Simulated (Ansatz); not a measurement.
# Rh (bcc type): how the settings move a single-point run

Aim: see which settings change the result for Rh (bcc type), by how much, and at what cost.

Method: reference: DFT, PBE, all-electron LAPW, Dirac equation with spin-orbit coupling, in Ansatz 0.2.0.

1 further run of the same task is left out (set aside as unsound or not needed).

**1. The starting structure**

It takes space group Im-3m (No. 229, cubic). Conventional cell: a = 3.070 Å, b = 3.070 Å, c = 3.070 Å, α = 90.00°, β = 90.00°, γ = 90.00°. Around Rh (site symmetry m-3m) lie 8 Rh at 2.66 Å.

As a file:

```xyz
1
Lattice="-1.5352 1.5352 1.5352 1.5352 -1.5352 1.5352 1.5352 1.5352 -1.5352" Properties=species:S:1:pos:R:3 pbc="T T T"
Rh    0.0000    0.0000    0.0000
```

**2. Reference**

Contents of input.yaml:

```yaml
crystal:
  lattice:
    - [-1.5352276116, 1.5352276116, 1.5352276116]
    - [1.5352276116, -1.5352276116, 1.5352276116]
    - [1.5352276116, 1.5352276116, -1.5352276116]
  atoms:
    - { symbol: Rh, position: [0.0, 0.0, 0.0] }
kpoints:
  mp_grid: { grid: [16, 16, 16] }
  band_path:
    path:
      - [0.0, 0.0, 0.0]
      - [0.5, -0.5, 0.5]
      - [0.0, 0.0, 0.5]
      - [0.0, 0.0, 0.0]
      - [0.25, 0.25, 0.25]
      - [0.5, -0.5, 0.5]
      - [0.25, 0.25, 0.25]
      - [0.0, 0.0, 0.5]
    npoints: 5
scf:
  occupations: { method: fermi_dirac, width: 0.05 }
hamiltonian:
  xc: pbe
  pseudopotentials: { kind: all_electron, lapw: { basis_error: 0.0005 } }
output:
  forces: true
  stress: true
  eigenvalues: true
magnetization:
  noncollinear: true
  spin_orbit: true
```

Started as:

```
> ansatz run input.yaml --threads 1 --pin off --max-ram 2048MiB --backend cpu --events-out ev --progress --plain --runs-dir out
```

**3. Variant: mp_grid.grid [11, 11, 11], lower_state_search off**

Edit input.yaml of step 2 so:

```diff
@@ -8,3 +8,3 @@
 kpoints:
-  mp_grid: { grid: [16, 16, 16] }
+  mp_grid: { grid: [11, 11, 11] }
   band_path:
@@ -22,2 +22,3 @@
   occupations: { method: fermi_dirac, width: 0.05 }
+  lower_state_search: "off"
 hamiltonian:
```

What does the calculation give? Wanted: for each run, ending; energy change; pressure; gap; force.

As calculated:

| run | ending | energy change | pressure (GPa) | gap (eV) | force (eV/Å) | cycles | time |
| --- | --- | --- | --- | --- | --- | --- | --- |
| reference | converged | 0 | 0.2 | 0.00 | 0.00 | 7 | 2.7 min |
| 1: mp_grid.grid [11, 11, 11], lower_state_search off | converged | -4.2 meV/atom | 0.1 | 0.00 | 0.00 | 7 | 70 s |

Residual by cycle in the longest SCF loop of each run; runs are numbered as in the table. The quantity is the density residual dr2, in eV.

```csv
cycle,reference,run 1
1,0.129,0.127
2,0.0342,0.0341
3,0.0109,0.0108
4,0.00181,0.00181
5,1.3e-4,1.3e-4
6,1.7e-6,1.7e-6
7,1.8e-8,2.2e-8
```

Changing the k-point mesh and search for lower states moves the energy by -4.2 meV/atom. Cost: 70 s against 2.7 min.
